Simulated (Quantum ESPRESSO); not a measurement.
# BAs (F-43m) in Quantum ESPRESSO: a series of runs, part 2 of 2

Quantum ESPRESSO 7.5.

### Step 3. Phonons, rev-vdW-DF2

Contents of pw.in:

```
&CONTROL
  calculation = 'scf'
  prefix = 'pwscf'
  outdir = './tmp'
  pseudo_dir = './pseudo'
  tprnfor = .true.
  tstress = .true.
  disk_io = 'low'
/
&SYSTEM
  ibrav = 0
  nat = 2
  ntyp = 2
  ecutwfc = 84
  nbnd = 15
  input_dft = 'vdw-df2-b86r'
  occupations = 'smearing'
  smearing = 'fd'
  degauss = 0.00367493
/
&ELECTRONS
  conv_thr = 4d-10
  electron_maxstep = 120
  mixing_beta = 0.5
/
ATOMIC_SPECIES
As    74.9216 As.upf
B     10.8100 B.upf
CELL_PARAMETERS angstrom
   0.0000000000    2.3885000000    2.3885000000
   2.3885000000    0.0000000000    2.3885000000
   2.3885000000    2.3885000000    0.0000000000
ATOMIC_POSITIONS crystal
As     0.7500000000    0.7500000000    0.7500000000
B      0.0000000000    0.0000000000    0.0000000000
K_POINTS automatic
8 8 8 1 1 1
```

Contents of relax.in:

```
&CONTROL
  calculation = 'vc-relax'
  prefix = 'pwscf'
  outdir = './tmp'
  pseudo_dir = './pseudo'
  tprnfor = .true.
  tstress = .true.
  disk_io = 'low'
  nstep = 40
  forc_conv_thr = 0.0001
  etot_conv_thr = 1d-06
/
&SYSTEM
  ibrav = 0
  nat = 2
  ntyp = 2
  ecutwfc = 84
  nbnd = 15
  input_dft = 'vdw-df2-b86r'
  occupations = 'smearing'
  smearing = 'fd'
  degauss = 0.00367493
/
&ELECTRONS
  conv_thr = 4d-10
  electron_maxstep = 120
  mixing_beta = 0.5
/
&IONS
  ion_dynamics = 'bfgs'
/
&CELL
  cell_dynamics = 'bfgs'
  press = 0
  press_conv_thr = 0.2
/
ATOMIC_SPECIES
As    74.9216 As.upf
B     10.8100 B.upf
CELL_PARAMETERS angstrom
   0.0000000000    2.3885000000    2.3885000000
   2.3885000000    0.0000000000    2.3885000000
   2.3885000000    2.3885000000    0.0000000000
ATOMIC_POSITIONS crystal
As     0.7500000000    0.7500000000    0.7500000000
B      0.0000000000    0.0000000000    0.0000000000
K_POINTS automatic
8 8 8 1 1 1
```

Contents of scf2.in:

```
&CONTROL
  calculation = 'scf'
  prefix = 'pwscf'
  outdir = './tmp'
  pseudo_dir = './pseudo'
  tprnfor = .true.
  tstress = .true.
  disk_io = 'low'
/
&SYSTEM
  ibrav = 0
  nat = 2
  ntyp = 2
  ecutwfc = 84
  nbnd = 15
  input_dft = 'vdw-df2-b86r'
  occupations = 'fixed'
/
&ELECTRONS
  conv_thr = 1d-13
  electron_maxstep = 120
  mixing_beta = 0.5
  startingpot = 'file'
  startingwfc = 'file'
/
ATOMIC_SPECIES
As    74.9216 As.upf
B     10.8100 B.upf
CELL_PARAMETERS angstrom
   0.0000000000    2.3952996440    2.3952996440
   2.3952996440    0.0000000000    2.3952996440
   2.3952996440    2.3952996440    0.0000000000
ATOMIC_POSITIONS crystal
As     0.7500000000    0.7500000000    0.7500000000
B      0.0000000000    0.0000000000    0.0000000000
K_POINTS automatic
8 8 8 1 1 1
```

Contents of ph.in:

```
phonons of BAs
&INPUTPH
  prefix = 'pwscf'
  outdir = './tmp'
  tr2_ph = 1d-16
  fildyn = 'dyn'
  niter_ph = 60
  alpha_mix(1) = 0.7
  epsil = .true.
/
0.0000000000 0.0000000000 0.0000000000
```

Contents of dynmat.in:

```
&INPUT
  fildyn = 'dyn'
  asr = 'crystal'
  lperm = .true.
  filout = 'dynmat.disp'
  fileig = 'dynmat.eig'
/
```

Contents of dynmat_lo.in:

```
&INPUT
  fildyn = 'dyn'
  asr = 'crystal'
  filout = 'dynmat_lo.disp'
  fileig = 'dynmat_lo.eig'
  q(1) = 0
  q(2) = 0
  q(3) = 1
/
```

Potentials or basis: PseudoDojo 0.4.1 SR PBE standard.

On the command line:

```bash
$ OMP_NUM_THREADS=1 pw.x -in pw.in > pw.out
$ OMP_NUM_THREADS=1 pw.x -in relax.in > relax.out
$ OMP_NUM_THREADS=1 pw.x -in scf2.in > scf2.out
$ OMP_NUM_THREADS=1 ph.x -in ph.in > ph.out
$ OMP_NUM_THREADS=1 dynmat.x -in dynmat.in > dynmat.out
$ OMP_NUM_THREADS=1 dynmat.x -in dynmat_lo.in > dynmat_lo.out
```

pw.out:

```text
This program is part of the open-source Quantum ESPRESSO suite
     for quantum simulation of materials; please cite
         "P. Giannozzi et al., J. Phys.:Condens. Matter 21 395502 (2009);
         "P. Giannozzi et al., J. Phys.:Condens. Matter 29 465901 (2017);
         "P. Giannozzi et al., J. Chem. Phys. 152 154105 (2020);
     in publications or presentations arising from this work. More details at

     IMPORTANT: XC functional enforced from input :
     Exchange-correlation= VDW-DF2-B86R
                           (   1   4  26   0   2   0   0)
     Any further DFT definition will be discarded
     Please, verify this is what you really want

     Message from routine setup:
     using ibrav=0 with symmetry is DISCOURAGED, use correct ibrav instead

     G-vector sticks info
     --------------------
     sticks:   dense  smooth     PW     G-vecs:    dense   smooth      PW
     Sum         955     955    295                19195    19195    3287

     Using Slab Decomposition

     bravais-lattice index     =            0
     lattice parameter (alat)  =       6.3832  a.u.
     unit-cell volume          =     183.9087 (a.u.)^3
     number of atoms/cell      =            2
     number of atomic types    =            2
     number of electrons       =        18.00
     number of Kohn-Sham states=           15
     kinetic-energy cutoff     =      84.0000  Ry
     charge density cutoff     =     336.0000  Ry
     scf convergence threshold =      4.0E-10
     mixing beta               =       0.5000
     number of iterations used =            8  plain     mixing
     Exchange-correlation= VDW-DF2-B86R
                           (   1   4  26   0   2   0   0)

     celldm(1)=   6.383210  celldm(2)=   0.000000  celldm(3)=   0.000000
     celldm(4)=   0.000000  celldm(5)=   0.000000  celldm(6)=   0.000000

     crystal axes: (cart. coord. in units of alat)
               a(1) = (   0.000000   0.707107   0.707107 )
               a(2) = (   0.707107   0.000000   0.707107 )
               a(3) = (   0.707107   0.707107   0.000000 )

     reciprocal axes: (cart. coord. in units 2 pi/alat)
               b(1) = ( -0.707107  0.707107  0.707107 )
[... 115 lines left out ...]
     %   D.C. Langreth et al., J. Phys.: Condens. Matter 21, 084203 (2009). %
     %                                                                      %
     % If you are calculating stress with vdW-DF, please also cite:         %
     %                                                                      %
     %   R. Sabatini et al., J. Phys.: Condens. Matter 24, 424209 (2012).   %
     %                                                                      %
     %%%%%%%%%%%%%%%%%%%%%%%%%%%%%%%%%%%%%%%%%%%%%%%%%%%%%%%%%%%%%%%%%%%%%%%%

     %%%%%%%%%%%%%%%%%%%%%%%%%%%%%%%%%%%%%%%%%%%%%%%%%%%%%%%%%%%%%%%%%%%%%%%%
     %                                                                      %
     %  vdW-DF NEWS:                                                        %
     %                                                                      %
     %  * vdW-DF3 is now available. DOI: 10.1021/acs.jctc.0c00471           %
     %    use with input_dft = 'vdW-DF3-opt1' or 'vdW-DF3-opt2'             %
     %                                                                      %
     %  * Unscreened and range-separated hybrid vdW-DF-cx functionals       %
     %    DOI: 10.1063/1.4986522 and 10.1088/1361-648X/ac2ad2               %
     %    use with input_dft = 'vdW-DF-cx0'    and 'vdW-DF-ahcx'            %
     %  * Unscreened and range-separated hybrid vdW-DF2-b86r functionals    %
     %    DOI: 10.1063/1.4986522 and DOI: 10.1103/PhysRevX.12.041003        %
     %    use with input_dft = 'vdW-DF2-br0' and 'vdW-DF2-ahbr'             %
     %                                                                      %
     %%%%%%%%%%%%%%%%%%%%%%%%%%%%%%%%%%%%%%%%%%%%%%%%%%%%%%%%%%%%%%%%%%%%%%%%

     Starting wfcs are   13 randomized atomic wfcs +    2 random wfcs

     Self-consistent Calculation

     iteration #  1     ecut=    84.00 Ry     beta= 0.50
     Davidson diagonalization with overlap
     ethr =  1.00E-02,  avg # of iterations =  5.8

     Threshold (ethr) on eigenvalues was too large:
     Diagonalizing with lowered threshold

     Davidson diagonalization with overlap
     ethr =  7.79E-04,  avg # of iterations =  1.4

     total energy              =    -217.75501234 Ry
     estimated scf accuracy    <       0.14098084 Ry
[... 50 lines left out ...]
     iteration #  9     ecut=    84.00 Ry     beta= 0.50
     Davidson diagonalization with overlap
     ethr =  2.40E-12,  avg # of iterations =  2.2

     End of self-consistent calculation

          k = 0.0442 0.0442 0.0442 (  2412 PWs)   bands (ev):

   -24.3854 -24.3852 -24.3852 -24.3640 -24.3640  -4.1344  10.5808  11.0876
    11.0876  14.6357  14.6837  14.6837  16.2115  21.0828  23.8403
[... 293 lines left out ...]
   -24.3820 -24.3792 -24.3781 -24.3620 -24.3614  -1.1955   2.6992   8.0190
     9.0784  14.5738  16.2253  16.7998  20.5102  23.3393  24.8038

     the Fermi energy is    11.8507 ev

!    total energy              =    -217.77947454 Ry
     estimated scf accuracy    <          9.8E-12 Ry
     smearing contrib. (-TS)   =      -0.00000000 Ry
     internal energy E=F+TS    =    -217.77947454 Ry

     The total energy is F=E-TS. E is the sum of the following terms:
     one-electron contribution =    -102.13329281 Ry
     hartree contribution      =      60.91889903 Ry
     xc contribution           =     -49.72295800 Ry
     ewald contribution        =    -126.84212275 Ry

     convergence has been achieved in   9 iterations

     Forces acting on atoms (cartesian axes, Ry/au):

     atom    1 type  1   force =    -0.00000000   -0.00000000   -0.00000000
     atom    2 type  2   force =    -0.00000000    0.00000000   -0.00000000

     Total force =     0.000000     Total SCF correction =     0.000000

     Computing stress (Cartesian axis) and pressure

          total   stress  (Ry/bohr**3)                   (kbar)     P=       11.71
   0.00007964  -0.00000000  -0.00000000           11.71       -0.00       -0.00
  -0.00000000   0.00007964  -0.00000000           -0.00       11.71       -0.00
  -0.00000000  -0.00000000   0.00007964           -0.00       -0.00       11.71

=------------------------------------------------------------------------------=
   JOB DONE.
=------------------------------------------------------------------------------=
```

Wall time 21 min (1 thread of Arm Neoverse V1, shared host); peak memory 0.17 GiB.

What came out:

```yaml
Free_energy: -2963.0416 eV
Relaxed_volume: 13.74 Å³/atom
Relaxed_cell: a = 3.387 Å, b = 3.387 Å, c = 3.387 Å, α = 60.00°, β = 60.00°, γ = 60.00°
Space_group_after_relaxing_to_0.05_Å: F-43m (No. 216)
Pressure_after_relaxing: 0.0 GPa
Electronic_dielectric_tensor_diagonal: 9.71
Born_charges_mean_of_the_diagonal: As +0.35; B -0.35 e
Highest_phonon_frequency_at_Γ_LO-TO_splitting_left_out: 681 cm⁻¹
Static_dielectric_tensor_diagonal: 9.76
```

Step by step:
```csv
step,energy change (eV),largest force (eV/Å),pressure (GPa),volume (Å³)
1,0.0000,0.0000,1.17,27.25
2,-0.0008,0.0000,0.35,27.42
3,-0.0008,0.0000,0.00,27.49
4,-0.0008,0.0000,0.00,27.49
```

Final structure:
```
CELL_PARAMETERS angstrom
0.00000 2.39530 2.39530
2.39530 0.00000 2.39530
2.39530 2.39530 0.00000
ATOMIC_POSITIONS crystal
As 0.75000 0.75000 0.75000
B 0.00000 0.00000 0.00000
```

Levels at points of the mesh, in eV from the valence-band top:
| k point | band 5 | band 6 | band 7 | band 8 | band 9 | band 10 | band 11 | band 12 | band 13 | band 14 |
| --- | --- | --- | --- | --- | --- | --- | --- | --- | --- | --- |
| (0.06, 0.06, 0.06) | -35.44 | -15.15 | -0.51 | 0.00 | 0.00 | 3.53 | 3.58 | 3.58 | 5.02 | 9.95 |

Phonon frequencies in cm⁻¹ (negative: imaginary):
| q point | frequencies |
| --- | --- |
| (0.000, 0.000, 0.000) | 37 37 37 681 681 681 |

Electronic dielectric tensor:
```
9.71 0.00 0.00
0.00 9.71 0.00
0.00 0.00 9.71
```

Born effective charge tensors (e):
atom 1, As
```
0.35 0.00 0.00
0.00 0.35 0.00
0.00 0.00 0.35
```
atom 2, B
```
-0.35  0.00  0.00
 0.00 -0.35  0.00
 0.00  0.00 -0.35
```

Optical modes at Γ, degenerate ones joined, polar ones without the macroscopic field:
```csv
cm⁻¹,components,symmetry,active in,"IR intensity, summed ((D/Å)²/amu)"
683,3,T2,IR and Raman,0.89
```

Zone-centre frequencies without and with the macroscopic field along z (cm⁻¹):
```csv
,optical modes in rising order
without,683 683 683
with the field,683 683 685
```

Static dielectric tensor, electrons and zone-centre modes:
```
9.76 0.00 0.00
0.00 9.76 0.00
0.00 0.00 9.76
```

Caveat: the potentials were made for another functional, which shifts forces and pressure; before the sum rule the acoustic modes lie tens of cm⁻¹ from zero, a sign that the density grid also shifts the optical modes.
